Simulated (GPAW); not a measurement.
Wanted: an ASE script for a GPAW 26.7.0 run.

```yaml
Task: phonons
Functional: PBEsol
Dispersion: D3(BJ)
Potentials_or_basis: PAW data sets generated in the run's folder for this functional
Cutoff: 680 eV
Basis: pw
k_mesh: 9 × 9 × 9
Occupations: fermi-dirac, width 0.05 eV
Spin: no spin polarisation
Maxiter: 150
Convergence: density=1e-06 eigenstates=1e-09
Supercell: 1 × 1 × 1
Supercell_k_mesh: 9 × 9 × 9
Displacement: 0.01
Relaxed_first: ions
```

The structure of ZrO2 lies in POSCAR:

```
ZrO2
1.0
    0.0000000000      2.5450727058      2.5450727058
    2.5450727058      0.0000000000      2.5450727058
    2.5450727058      2.5450727058      0.0000000000
Zr O
1 2
Direct
    0.0000000000      0.0000000000      0.0000000000
    0.7500000000      0.7500000000      0.7500000000
    0.2500000000      0.2500000000      0.2500000000
```

Measurements of this composition are mostly on another form, of space group No. 14.

The input as run:

run.py

```python
import json
import numpy as np
from ase import Atoms
from ase.calculators.mixing import SumCalculator
from ase.constraints import FixSymmetry
from ase.io import read, write
from ase.optimize import BFGS
from dftd3.ase import DFTD3
from phonopy import Phonopy
from phonopy.structure.atoms import PhonopyAtoms
from gpaw import GPAW, PW, setup_paths

setup_paths.insert(0, '.')

atoms = read('POSCAR')

calc = GPAW(mode=PW(680),
            xc='PBEsol',
            kpts={'size': (9, 9, 9), 'gamma': True},
            occupations={'name': 'fermi-dirac', 'width': 0.05},
            nbands=24,
            convergence={'density': 1e-06, 'eigenstates': 1e-09},
            maxiter=150,
            txt='gpaw.txt')
atoms.calc = SumCalculator([calc, DFTD3(method='pbesol', damping='d3bj')])
atoms.set_constraint(FixSymmetry(atoms))
BFGS(atoms, trajectory='relax.traj', logfile='-').run(fmax=0.005, steps=40)
atoms.set_constraint()
energy = atoms.get_potential_energy()
forces = atoms.get_forces()
stress = atoms.get_stress()
calc.write('gs.gpw')
write('result.traj', atoms)
print('Cell:', atoms.cell.cellpar().round(4))
print(atoms.get_scaled_positions().round(5))

def force_constants(scale):
    unit = PhonopyAtoms(symbols=atoms.get_chemical_symbols(), cell=atoms.cell[:] * scale**(1 / 3),
                        scaled_positions=atoms.get_scaled_positions())
    ph = Phonopy(unit, supercell_matrix=np.diag([1, 1, 1]), primitive_matrix=np.eye(3), symprec=1e-4)
    ph.generate_displacements(distance=0.01)
    forces = []
    for i, sc in enumerate(ph.supercells_with_displacements):
        a = Atoms(sc.symbols, cell=sc.cell, scaled_positions=sc.scaled_positions, pbc=True)
        c = GPAW(mode=PW(680),
                 xc='PBEsol',
                 kpts={'size': (9, 9, 9), 'gamma': True},
                 occupations={'name': 'fermi-dirac', 'width': 0.05},
                 nbands=24,
                 convergence={'density': 1e-06, 'eigenstates': 1e-09},
                 maxiter=150,
                 txt=f'disp-{scale:.3f}-{i:02d}.txt')
        a.calc = SumCalculator([c, DFTD3(method='pbesol', damping='d3bj')])
        f = a.get_forces()
        forces.append(f - f.mean(axis=0))
        print(f'displacement {i}: drift', f.mean(axis=0).round(5), flush=True)
    ph.forces = forces
    ph.produce_force_constants()
    ph.symmetrize_force_constants()
    return ph

qpoints = [[0.0, 0.0, 0.0]]
results = {}
for scale in [1.0]:
    ph = force_constants(scale)
    ph.run_qpoints(qpoints)
    nu = ph.qpoints.frequencies * 33.35641  # THz to cm^-1
    results[f'{scale:.3f}'] = nu.tolist()
    for qp, f in zip(qpoints, nu):
        print(scale, np.round(qp, 4), f.round(2))
json.dump(results, open('phonons.json', 'w'))
```

Potentials or basis: PAW data sets generated in the run's folder for this functional, pw.

The run is started by

```console
$ gpaw-setup -f PBEsol O Zr
$ OMP_NUM_THREADS=1 python run.py
```

Results of the run:

| Item | Value |
| --- | --- |
| Pressure after relaxing | -10.8 GPa |
| Band gap on the k mesh | 3.33 eV, indirect (least direct gap 3.82 eV) |
| Highest phonon frequency at Γ, LO-TO splitting left out | 552 cm⁻¹ |
| Dispersion energy per atom | -0.247 eV |

Caveat: the cell is more than 3 GPa from zero pressure, which shifts response properties; the cutoff is short for stress and forces, so pressures can be off by a GPa or more; the LO-TO splitting is left out; an odd mesh through Γ misses points on the zone boundary, where band edges often lie.

Wall time 3.5 min on 1 thread of Intel(R) Xeon(R) Platinum 8375C CPU @ 2.90GHz (Ice Lake), on a shared host, peak memory 0.5 GiB.
